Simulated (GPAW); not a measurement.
# Sn (Fd-3m) in GPAW: notebook, part 2 of 3

GPAW 26.7.0. The steps go on from the part before.

### 3 Relaxation of cell and atoms, r2SCAN

The input, run.py:

```python
from ase.filters import FrechetCellFilter
from ase.io import read, write
from ase.optimize import BFGS
from gpaw import GPAW, PW

atoms = read('Sn.xyz')

calc = GPAW(mode=PW(600),
            xc='MGGA_X_R2SCAN+MGGA_C_R2SCAN',
            kpts={'size': (6, 6, 6), 'gamma': True},
            occupations={'name': 'fermi-dirac', 'width': 0.05},
            nbands=24,
            convergence={'density': 1e-05, 'energy': 1e-05},
            maxiter=150,
            txt='gpaw.txt')
atoms.calc = calc
opt = BFGS(FrechetCellFilter(atoms), trajectory='relax.traj', logfile='-')
done = opt.run(fmax=0.02, steps=60)
calc.write('gs.gpw')
write('result.traj', atoms)
print('Converged:', done)
print('Cell:', atoms.cell.cellpar().round(4))
print('Volume:', round(atoms.get_volume(), 4))
print(atoms.get_scaled_positions().round(5))
```

The input, Sn.xyz:

```xyz
2
Lattice="0.0000000000 3.2333428000 3.2333428000 3.2333428000 0.0000000000 3.2333428000 3.2333428000 3.2333428000 0.0000000000" Properties=species:S:1:pos:R:3 pbc="T T T"
Sn     4.8500142000      4.8500142000      4.8500142000
Sn     3.2333428000      3.2333428000      3.2333428000
```

Potentials or basis: GPAW PAW data sets (gpaw-data 1.2.1), pw.

On the command line:

```bash
> OMP_NUM_THREADS=1 python run.py
```

gpaw.txt:

```text
__  _  _
 | _ |_)|_||  |
 |__||  | ||/\| - 26.7.0

Input parameters:
  mode=PW(ecut=600.0),
  convergence={'density': 1e-05, 'energy': 1e-05},
  kpts=MonkhorstPack(size=(6, 6, 6), gamma=True),
  maxiter=150,
  nbands=24,
  occupations=Occupations(name='fermi-dirac', width=0.05),
  xc=XC(name='MGGA_X_R2SCAN+MGGA_C_R2SCAN')

Diagonalizing LCAO Hamiltonian
Converting LCAO to pw mode

            Sn

       Sn

Atoms  # Å, Bohr magnetons
|   | symbol |        x |        y |        z |    initial magnetic moments |
|---|--------|----------|----------|----------|-----------------------------|
| 0 |     Sn | 4.850014 | 4.850014 | 4.850014 | ( 0.0000,  0.0000,  0.0000) |
| 1 |     Sn | 3.233343 | 3.233343 | 3.233343 | ( 0.0000,  0.0000,  0.0000) |

Unit cell  # Å
| periodic |        x |        y |        z |  lengths |    angles |
|----------|----------|----------|----------|----------|-----------|
|      yes | 0.000000 | 3.233343 | 3.233343 | 4.572637 | 60.000000 |
|      yes | 3.233343 | 0.000000 | 3.233343 | 4.572637 | 60.000000 |
|      yes | 3.233343 | 3.233343 | 0.000000 | 4.572637 | 60.000000 |

Number of symmetries: 24
Symmetry operations  # r_c * U_cc + t_c -> r_c
|    | kind |            matrix            |
|----|------|------------------------------|
|  0 |  E   |  1, 0, 0,  0, 1, 0,  0, 0, 1 |
|  1 |  σ   |  1, 0, 0,  0, 0, 1,  0, 1, 0 |
|  2 |  σ   |  1, 0,-1,  0, 1,-1,  0, 0,-1 |
|  3 |  C3  |  1, 0,-1,  0, 0,-1,  0, 1,-1 |
|  4 |  C3  |  1,-1, 0,  0,-1, 1,  0,-1, 0 |
|  5 |  σ   |  1,-1, 0,  0,-1, 0,  0,-1, 1 |
|  6 |  σ   |  0, 1, 0,  1, 0, 0,  0, 0, 1 |
|  7 |  C3  |  0, 1, 0,  0, 0, 1,  1, 0, 0 |
|  8 |  C2  |  0, 1,-1,  1, 0,-1,  0, 0,-1 |
|  9 |  S4  |  0, 1,-1,  0, 0,-1,  1, 0,-1 |
| 10 |  C3  |  0, 0, 1,  1, 0, 0,  0, 1, 0 |
| 11 |  σ   |  0, 0, 1,  0, 1, 0,  1, 0, 0 |
| 12 |  S4  |  0, 0,-1,  1, 0,-1,  0, 1,-1 |
| 13 |  C3  |  0, 0,-1,  0, 1,-1,  1, 0,-1 |
| 14 |  S4  |  0,-1, 1,  1,-1, 0,  0,-1, 0 |
| 15 |  C2  |  0,-1, 1,  0,-1, 0,  1,-1, 0 |
| 16 |  C3  |  0,-1, 0,  1,-1, 0,  0,-1, 1 |
| 17 |  S4  |  0,-1, 0,  0,-1, 1,  1,-1, 0 |
| 18 |  S4  | -1, 1, 0, -1, 0, 1, -1, 0, 0 |
| 19 |  C3  | -1, 1, 0, -1, 0, 0, -1, 0, 1 |
| 20 |  C3  | -1, 0, 1, -1, 1, 0, -1, 0, 0 |
| 21 |  S4  | -1, 0, 1, -1, 0, 0, -1, 1, 0 |
| 22 |  σ   | -1, 0, 0, -1, 1, 0, -1, 0, 1 |
| 23 |  C2  | -1, 0, 0, -1, 0, 1, -1, 1, 0 |
[... 143 lines left out ...]
|          0 |       -17.431 |     2.000 |
|        ... |               |           |
|          7 |       -17.029 |     2.000 |
|          8 |       -17.007 |     2.000 |
|          9 |       -17.007 |     2.000 |
|         10 |        -6.186 |     2.000 |
|         11 |         4.754 |     1.992 |
|         12 |         5.006 |     1.218 |
[... 9 lines left out ...]
|         22 |        13.837 |     0.000 |
|         23 |        13.837 |     0.000 |

No gap
No difference between direct/indirect transitions

Stress tensor  # eV/Ang^3
|         x |         y |         z |
|-----------|-----------|-----------|
| -0.013076 |  0.000000 |  0.000000 |
|  0.000000 | -0.013076 |  0.000000 |
|  0.000000 |  0.000000 | -0.013076 |

Forces  # eV/Ang
|       x |        y |        z |
|---------|----------|----------|
| 0.00000 |  0.00000 |  0.00000 |  # Sn   0
| 0.00000 | -0.00000 | -0.00000 |  # Sn   1

Interpolating wave functions to new cell

            Sn

       Sn

Atoms  # Å, Bohr magnetons
|   | symbol |        x |        y |        z |    initial magnetic moments |
|---|--------|----------|----------|----------|-----------------------------|
| 0 |     Sn | 4.865351 | 4.865351 | 4.865351 | ( 0.0000,  0.0000,  0.0000) |
| 1 |     Sn | 3.243567 | 3.243567 | 3.243567 | ( 0.0000,  0.0000,  0.0000) |

Unit cell  # Å
| periodic |         x |         y |         z |  lengths |    angles |
|----------|-----------|-----------|-----------|----------|-----------|
|      yes | -0.000000 |  3.243567 |  3.243567 | 4.587097 | 60.000000 |
|      yes |  3.243567 | -0.000000 |  3.243567 | 4.587097 | 60.000000 |
|      yes |  3.243567 |  3.243567 | -0.000000 | 4.587097 | 60.000000 |

Number of symmetries: 24
Symmetry operations  # r_c * U_cc + t_c -> r_c
|    | kind |            matrix            |
|----|------|------------------------------|
|  0 |  E   |  1, 0, 0,  0, 1, 0,  0, 0, 1 |
|  1 |  σ   |  1, 0, 0,  0, 0, 1,  0, 1, 0 |
|  2 |  σ   |  1, 0,-1,  0, 1,-1,  0, 0,-1 |
|  3 |  C3  |  1, 0,-1,  0, 0,-1,  0, 1,-1 |
|  4 |  C3  |  1,-1, 0,  0,-1, 1,  0,-1, 0 |
|  5 |  σ   |  1,-1, 0,  0,-1, 0,  0,-1, 1 |
|  6 |  σ   |  0, 1, 0,  1, 0, 0,  0, 0, 1 |
|  7 |  C3  |  0, 1, 0,  0, 0, 1,  1, 0, 0 |
|  8 |  C2  |  0, 1,-1,  1, 0,-1,  0, 0,-1 |
|  9 |  S4  |  0, 1,-1,  0, 0,-1,  1, 0,-1 |
| 10 |  C3  |  0, 0, 1,  1, 0, 0,  0, 1, 0 |
| 11 |  σ   |  0, 0, 1,  0, 1, 0,  1, 0, 0 |
| 12 |  S4  |  0, 0,-1,  1, 0,-1,  0, 1,-1 |
| 13 |  C3  |  0, 0,-1,  0, 1,-1,  1, 0,-1 |
| 14 |  S4  |  0,-1, 1,  1,-1, 0,  0,-1, 0 |
| 15 |  C2  |  0,-1, 1,  0,-1, 0,  1,-1, 0 |
| 16 |  C3  |  0,-1, 0,  1,-1, 0,  0,-1, 1 |
| 17 |  S4  |  0,-1, 0,  0,-1, 1,  1,-1, 0 |
| 18 |  S4  | -1, 1, 0, -1, 0, 1, -1, 0, 0 |
| 19 |  C3  | -1, 1, 0, -1, 0, 0, -1, 0, 1 |
| 20 |  C3  | -1, 0, 1, -1, 1, 0, -1, 0, 0 |
| 21 |  S4  | -1, 0, 1, -1, 0, 0, -1, 1, 0 |
| 22 |  σ   | -1, 0, 0, -1, 1, 0, -1, 0, 1 |
| 23 |  C2  | -1, 0, 0, -1, 0, 1, -1, 1, 0 |
[... 148 lines left out ...]
|          0 |       -17.507 |     2.000 |
|        ... |               |           |
|          7 |       -17.114 |     2.000 |
|          8 |       -17.093 |     2.000 |
|          9 |       -17.093 |     2.000 |
|         10 |        -6.215 |     2.000 |
|         11 |         4.587 |     1.998 |
|         12 |         4.910 |     1.171 |
[... 9 lines left out ...]
|         22 |        13.734 |     0.000 |
|         23 |        13.734 |     0.000 |

No gap
No difference between direct/indirect transitions

Stress tensor  # eV/Ang^3
|         x |         y |         z |
|-----------|-----------|-----------|
| -0.010020 |  0.000000 |  0.000000 |
|  0.000000 | -0.010020 |  0.000000 |
|  0.000000 |  0.000000 | -0.010020 |

Forces  # eV/Ang
|        x |        y |        z |
|----------|----------|----------|
|  0.00000 |  0.00000 | -0.00000 |  # Sn   0
| -0.00000 | -0.00000 | -0.00000 |  # Sn   1

Interpolating wave functions to new cell

            Sn

       Sn

Atoms  # Å, Bohr magnetons
|   | symbol |        x |        y |        z |    initial magnetic moments |
|---|--------|----------|----------|----------|-----------------------------|
| 0 |     Sn | 4.918123 | 4.918123 | 4.918123 | ( 0.0000,  0.0000,  0.0000) |
| 1 |     Sn | 3.278748 | 3.278748 | 3.278748 | ( 0.0000,  0.0000,  0.0000) |

Unit cell  # Å
| periodic |         x |         y |         z |  lengths |    angles |
|----------|-----------|-----------|-----------|----------|-----------|
|      yes | -0.000000 |  3.278748 |  3.278748 | 4.636850 | 60.000000 |
|      yes |  3.278748 | -0.000000 |  3.278748 | 4.636850 | 60.000000 |
|      yes |  3.278748 |  3.278748 | -0.000000 | 4.636850 | 60.000000 |

Number of symmetries: 24
Symmetry operations  # r_c * U_cc + t_c -> r_c
|    | kind |            matrix            |
|----|------|------------------------------|
|  0 |  E   |  1, 0, 0,  0, 1, 0,  0, 0, 1 |
|  1 |  σ   |  1, 0, 0,  0, 0, 1,  0, 1, 0 |
|  2 |  σ   |  1, 0,-1,  0, 1,-1,  0, 0,-1 |
|  3 |  C3  |  1, 0,-1,  0, 0,-1,  0, 1,-1 |
|  4 |  C3  |  1,-1, 0,  0,-1, 1,  0,-1, 0 |
|  5 |  σ   |  1,-1, 0,  0,-1, 0,  0,-1, 1 |
|  6 |  σ   |  0, 1, 0,  1, 0, 0,  0, 0, 1 |
|  7 |  C3  |  0, 1, 0,  0, 0, 1,  1, 0, 0 |
|  8 |  C2  |  0, 1,-1,  1, 0,-1,  0, 0,-1 |
|  9 |  S4  |  0, 1,-1,  0, 0,-1,  1, 0,-1 |
| 10 |  C3  |  0, 0, 1,  1, 0, 0,  0, 1, 0 |
| 11 |  σ   |  0, 0, 1,  0, 1, 0,  1, 0, 0 |
| 12 |  S4  |  0, 0,-1,  1, 0,-1,  0, 1,-1 |
| 13 |  C3  |  0, 0,-1,  0, 1,-1,  1, 0,-1 |
| 14 |  S4  |  0,-1, 1,  1,-1, 0,  0,-1, 0 |
| 15 |  C2  |  0,-1, 1,  0,-1, 0,  1,-1, 0 |
| 16 |  C3  |  0,-1, 0,  1,-1, 0,  0,-1, 1 |
| 17 |  S4  |  0,-1, 0,  0,-1, 1,  1,-1, 0 |
| 18 |  S4  | -1, 1, 0, -1, 0, 1, -1, 0, 0 |
| 19 |  C3  | -1, 1, 0, -1, 0, 0, -1, 0, 1 |
| 20 |  C3  | -1, 0, 1, -1, 1, 0, -1, 0, 0 |
| 21 |  S4  | -1, 0, 1, -1, 0, 0, -1, 1, 0 |
| 22 |  σ   | -1, 0, 0, -1, 1, 0, -1, 0, 1 |
| 23 |  C2  | -1, 0, 0, -1, 0, 1, -1, 1, 0 |
[... 149 lines left out ...]
|        ... |               |           |
|          4 |       -17.698 |     2.000 |
|          5 |       -17.401 |     2.000 |
|          6 |       -17.401 |     2.000 |
|          7 |       -17.401 |     2.000 |
|          8 |       -17.384 |     2.000 |
|          9 |       -17.384 |     2.000 |
[... 8 lines left out ...]
|         18 |         9.971 |     0.000 |
|         19 |        12.776 |     0.000 |
|        ... |               |           |
|         23 |        13.389 |     0.000 |

No gap
No difference between direct/indirect transitions

Stress tensor  # eV/Ang^3
|         x |         y |         z |
|-----------|-----------|-----------|
| -0.000542 | -0.000000 |  0.000000 |
| -0.000000 | -0.000542 |  0.000000 |
|  0.000000 |  0.000000 | -0.000542 |

Forces  # eV/Ang
|        x |        y |        z |
|----------|----------|----------|
| -0.00000 | -0.00000 | -0.00000 |  # Sn   0
|  0.00000 |  0.00000 |  0.00000 |  # Sn   1

# Writing to gs.gpw (mode='')
```

Run time: 2.2 min. Hardware: 1 thread of Intel Xeon 6975P-C (Granite Rapids), shared host; peak memory 0.47 GiB.

Results:

```yaml
Free_energy: -37.4856 eV
Relaxed_volume: 35.25 Å³/atom
Relaxed_cell: a = 4.637 Å, b = 4.637 Å, c = 4.637 Å, α = 60.00°, β = 60.00°, γ = 60.00°
Space_group_after_relaxing_to_0.05_Å: Fd-3m (No. 227)
Energy_gained_by_relaxing: 9.6 meV/atom
Ionic_steps: 3
Pressure_after_relaxing: 0.1 GPa
Band_gap_on_the_k_mesh: none (metal or under the smearing width)
```

The path:
```
step  energy change (eV)  largest force (eV/Å)  pressure (GPa)  volume (Å³)
   1              0.0000                0.0000            2.10        67.61
   2             -0.0075                0.0000            1.61        68.25
   3             -0.0191                0.0000            0.09        70.49
```

Final structure:
```
Sn
1.0
     0.00000    3.27875    3.27875
     3.27875    0.00000    3.27875
     3.27875    3.27875    0.00000
Sn
2
Direct
  0.75000 0.75000 0.75000
  0.50000 0.50000 0.50000
```

Levels at points of the mesh, in eV from the Fermi level:
```csv
k point,band 11,band 12,band 13,band 14,band 15,band 16,band 17,band 18
"(0.00, 0.00, 0.00)",-10.90,-0.56,0.01,0.01,0.01,2.23,2.23,2.23
"(0.50, 0.50, 0.00)",-7.73,-7.73,-2.57,-2.57,0.96,0.96,7.96,7.96
"(0.50, 0.50, 0.50)",-9.24,-6.46,-1.22,-1.22,0.09,3.36,3.36,5.98
```

Caveat: later steps reuse the first step's grids; the PAW data sets were made with another functional, which shifts forces and pressure a little.

### 4 Relaxation of cell and atoms, AM05

run.py, as its differences from that of step 3:

```diff
@@ -3,3 +3,5 @@
 from ase.optimize import BFGS
-from gpaw import GPAW, PW
+from gpaw import GPAW, PW, setup_paths
+
+setup_paths.insert(0, '.')
 
@@ -8,3 +10,3 @@
 calc = GPAW(mode=PW(600),
-            xc='MGGA_X_R2SCAN+MGGA_C_R2SCAN',
+            xc='AM05',
             kpts={'size': (6, 6, 6), 'gamma': True},
```

Sn.xyz is that of step 3.

Potentials or basis: PAW data sets generated in the run's folder for this functional, pw.

On the command line:

```bash
> gpaw-setup -f AM05 Sn
> OMP_NUM_THREADS=1 python run.py
```

gpaw.txt:

```text
__  _  _
 | _ |_)|_||  |
 |__||  | ||/\| - 26.7.0

Input parameters:
  mode=PW(ecut=600.0),
  convergence={'density': 1e-05, 'energy': 1e-05},
  kpts=MonkhorstPack(size=(6, 6, 6), gamma=True),
  maxiter=150,
  nbands=24,
  occupations=Occupations(name='fermi-dirac', width=0.05),
  xc=XC(name='AM05')

Diagonalizing LCAO Hamiltonian
Converting LCAO to pw mode

            Sn

       Sn

Atoms  # Å, Bohr magnetons
|   | symbol |        x |        y |        z |    initial magnetic moments |
|---|--------|----------|----------|----------|-----------------------------|
| 0 |     Sn | 4.850014 | 4.850014 | 4.850014 | ( 0.0000,  0.0000,  0.0000) |
| 1 |     Sn | 3.233343 | 3.233343 | 3.233343 | ( 0.0000,  0.0000,  0.0000) |

Unit cell  # Å
| periodic |        x |        y |        z |  lengths |    angles |
|----------|----------|----------|----------|----------|-----------|
|      yes | 0.000000 | 3.233343 | 3.233343 | 4.572637 | 60.000000 |
|      yes | 3.233343 | 0.000000 | 3.233343 | 4.572637 | 60.000000 |
|      yes | 3.233343 | 3.233343 | 0.000000 | 4.572637 | 60.000000 |

Number of symmetries: 24
Symmetry operations  # r_c * U_cc + t_c -> r_c
|    | kind |            matrix            |
|----|------|------------------------------|
|  0 |  E   |  1, 0, 0,  0, 1, 0,  0, 0, 1 |
|  1 |  σ   |  1, 0, 0,  0, 0, 1,  0, 1, 0 |
|  2 |  σ   |  1, 0,-1,  0, 1,-1,  0, 0,-1 |
|  3 |  C3  |  1, 0,-1,  0, 0,-1,  0, 1,-1 |
[... 229 lines left out ...]
|  7 |  C3  |  0, 1, 0,  0, 0, 1,  1, 0, 0 |
|  8 |  C2  |  0, 1,-1,  1, 0,-1,  0, 0,-1 |
[... 179 lines left out ...]
Stress tensor  # eV/Ang^3
|         x |         y |         z |
|-----------|-----------|-----------|
| -0.008139 |  0.000000 | -0.000000 |
|  0.000000 | -0.008139 | -0.000000 |
| -0.000000 | -0.000000 | -0.008139 |

Forces  # eV/Ang
|        x |        y |        z |
|----------|----------|----------|
| -0.00000 | -0.00000 | -0.00000 |  # Sn   0
|  0.00000 | -0.00000 | -0.00000 |  # Sn   1

Interpolating wave functions to new cell

            Sn

       Sn

Atoms  # Å, Bohr magnetons
|   | symbol |        x |        y |        z |    initial magnetic moments |
|---|--------|----------|----------|----------|-----------------------------|
| 0 |     Sn | 4.908961 | 4.908961 | 4.908961 | ( 0.0000,  0.0000,  0.0000) |
| 1 |     Sn | 3.272641 | 3.272641 | 3.272641 | ( 0.0000,  0.0000,  0.0000) |

Unit cell  # Å
| periodic |         x |         y |        z |  lengths |    angles |
|----------|-----------|-----------|----------|----------|-----------|
|      yes | -0.000000 |  3.272641 | 3.272641 | 4.628213 | 60.000000 |
|      yes |  3.272641 | -0.000000 | 3.272641 | 4.628213 | 60.000000 |
|      yes |  3.272641 |  3.272641 | 0.000000 | 4.628213 | 60.000000 |

Number of symmetries: 24
Symmetry operations  # r_c * U_cc + t_c -> r_c
|    | kind |            matrix            |
|----|------|------------------------------|
|  0 |  E   |  1, 0, 0,  0, 1, 0,  0, 0, 1 |
|  1 |  σ   |  1, 0, 0,  0, 0, 1,  0, 1, 0 |
|  2 |  σ   |  1, 0,-1,  0, 1,-1,  0, 0,-1 |
|  3 |  C3  |  1, 0,-1,  0, 0,-1,  0, 1,-1 |
|  4 |  C3  |  1,-1, 0,  0,-1, 1,  0,-1, 0 |
|  5 |  σ   |  1,-1, 0,  0,-1, 0,  0,-1, 1 |
|  6 |  σ   |  0, 1, 0,  1, 0, 0,  0, 0, 1 |
|  7 |  C3  |  0, 1, 0,  0, 0, 1,  1, 0, 0 |
|  8 |  C2  |  0, 1,-1,  1, 0,-1,  0, 0,-1 |
[... 180 lines left out ...]
Stress tensor  # eV/Ang^3
|         x |         y |         z |
|-----------|-----------|-----------|
| -0.000338 | -0.000000 | -0.000000 |
| -0.000000 | -0.000338 |  0.000000 |
| -0.000000 |  0.000000 | -0.000338 |

Forces  # eV/Ang
|       x |        y |       z |
|---------|----------|---------|
| 0.00000 | -0.00000 | 0.00000 |  # Sn   0
| 0.00000 |  0.00000 | 0.00000 |  # Sn   1

# Writing to gs.gpw (mode='')
```

stdout:

```text
Step          Energy          fmax
BFGS:    0       -8.314367        0.349340
BFGS:    1       -8.319118        0.277184
BFGS:    2       -8.327564        0.011836
Converged: True
Cell: [ 4.6282  4.6282  4.6282 60.     60.     60.    ]
Volume: 70.1011
[[0.75 0.75 0.75]
 [0.5  0.5  0.5 ]]
```

Run time: 28 s. Hardware: 1 thread of Intel Xeon 6975P-C (Granite Rapids), shared host; peak memory 0.19 GiB.

What came out:

* Free energy: -8.3276 eV
* Relaxed volume: 35.05 Å³/atom
* Relaxed cell: a = 4.628 Å, b = 4.628 Å, c = 4.628 Å, α = 60.00°, β = 60.00°, γ = 60.00°
* Space group after relaxing (to 0.05 Å): Fd-3m (No. 227)
* Energy gained by relaxing: 6.6 meV/atom
* Ionic steps: 3
* Pressure after relaxing: 0.1 GPa
* Band gap on the k mesh: none (metal or under the smearing width)

Step by step:
```tsv
step	energy change (eV)	largest force (eV/Å)	pressure (GPa)	volume (Å³)
1	0.0000	0.0000	1.66	67.61
2	-0.0048	0.0000	1.30	68.11
3	-0.0132	0.0000	0.05	70.10
```

Final structure:
```cif
data_structure
_symmetry_space_group_name_H-M 'P 1'
_symmetry_Int_Tables_number 1
_cell_length_a 4.6282
_cell_length_b 4.6282
_cell_length_c 4.6282
_cell_angle_alpha 60.000
_cell_angle_beta 60.000
_cell_angle_gamma 60.000
_cell_volume 70.10
loop_
_atom_site_label
_atom_site_type_symbol
_atom_site_fract_x
_atom_site_fract_y
_atom_site_fract_z
_atom_site_occupancy
Sn1 Sn 0.75000 0.75000 0.75000 1
Sn2 Sn 0.50000 0.50000 0.50000 1
```

Caveat: later steps reuse the first step's grids. Zero-point motion and thermal expansion aren't in these numbers.

(Part 2 of 3 ends here.)
